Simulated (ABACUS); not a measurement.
## VO2 in ABACUS: the effect of functional

VO2:

```
V O
1.0
     4.50720    0.00000    0.00000
     0.00000    4.50720    0.00000
     0.00000    0.00000    3.04445
V O
2 4
Direct
  0.50000 0.50000 0.50000
  0.00000 0.00000 0.00000
  0.20036 0.79964 0.50000
  0.79964 0.20036 0.50000
  0.70036 0.70036 0.00000
  0.29964 0.29964 0.00000
```

The cell is a database's computed one.

Alike in all runs:

```yaml
Program: ABACUS 3.10.1
Task: single point
Potentials_or_basis: SG15 ONCV 1.2 PBE
Cutoff: 1361 eV
Density_cutoff: 5442 eV
Basis: DZP LCAO (the cutoffs set its grid)
k_mesh: 6 × 6 × 9
Occupations: fermi-dirac, width 0.05 eV
Spin: collinear spin, ferromagnetic start
Starting_moments: "[2.0, 2.0, 0.0, 0.0, 0.0, 0.0] μB"
```

```tsv
functional	pressure (GPa)	largest force (eV/Å)
LDA	-19.1	0.36
PBE	?	?
PBEsol	-13.8	0.33
revPBE	-3.3	0.28
PW91	-7.5	0.29
```

**Question.** What does the run with functional PBE give?

**Answer.** Pressure -6.8 GPa; largest force 0.29 eV/Å.

Caveats: the atomic orbitals were generated for these runs and aren't a published set; the basis of atomic orbitals isn't converged, which shifts pressures, moduli and gaps; the potentials were made for another functional, which shifts forces and pressure (some runs).
